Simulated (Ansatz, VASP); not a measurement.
Si: VASP beside Ansatz

Contents of INCAR:

```
SYSTEM = Si
  PREC = Accurate
  ENCUT = 520
  EDIFF = 1E-6
  ISMEAR = -1
  SIGMA = 0.08
  LREAL = .FALSE.
  LASPH = .TRUE.
  NELM = 80
  ALGO = Normal
  ISIF = 2
  LWAVE = .FALSE.
  LCHARG = .FALSE.
  NBANDS = 11
```

Contents of KPOINTS:

```
Automatic mesh
0
G
  11 11 11
  0 0 0
```

POSCAR

```
Si
1.0
    0.0000000000      2.6605082448      2.6605082448
    2.6605082448      0.0000000000      2.6605082448
    2.6605082448      2.6605082448      0.0000000000
Si
2
Direct
    0.5000000000      0.5000000000      0.5000000000
    0.7500000000      0.7500000000      0.7500000000
```

Input for Ansatz:

```yaml
crystal:
  lattice:
    - [0.0, 2.6605082448, 2.6605082448]
    - [2.6605082448, 0.0, 2.6605082448]
    - [2.6605082448, 2.6605082448, 0.0]
  atoms:
    - { symbol: Si, position: [0.5, 0.5, 0.5] }
    - { symbol: Si, position: [0.75, 0.75, 0.75] }
kpoints:
  mp_grid: { grid: [11, 11, 11] }
scf:
  occupations: { method: fermi_dirac, width: 0.08 }
hamiltonian:
  xc: lda
  pseudopotentials: { kind: all_electron, lapw: { basis_error: 0.00025 } }
output:
  forces: true
  stress: true
  eigenvalues: true
```

Change from the starting cell: volume scaled by 0.9405.

Alike in both runs: task single point; functional LDA; k mesh 11 × 11 × 11; occupations fermi-dirac, width 0.08 eV; no spin polarisation.

|  | VASP | Ansatz |
| --- | --- | --- |
| version | VASP 6.6.1 | Ansatz 0.2.0 |
| potentials or method | VASP PAW LDA potentials, release 64 (Si) | all-electron LAPW, scalar-relativistic |
| plane-wave cutoff (eV) | 520 | see its input |

```csv
,VASP,Ansatz,Ansatz less VASP
pressure (GPa),4.9,4.7,-0.14
```

Ansatz ran all-electron here, so the differences hold the error of VASP's frozen core and of both bases.

Caveats: an odd mesh through Γ misses points on the zone boundary, where band edges often lie.
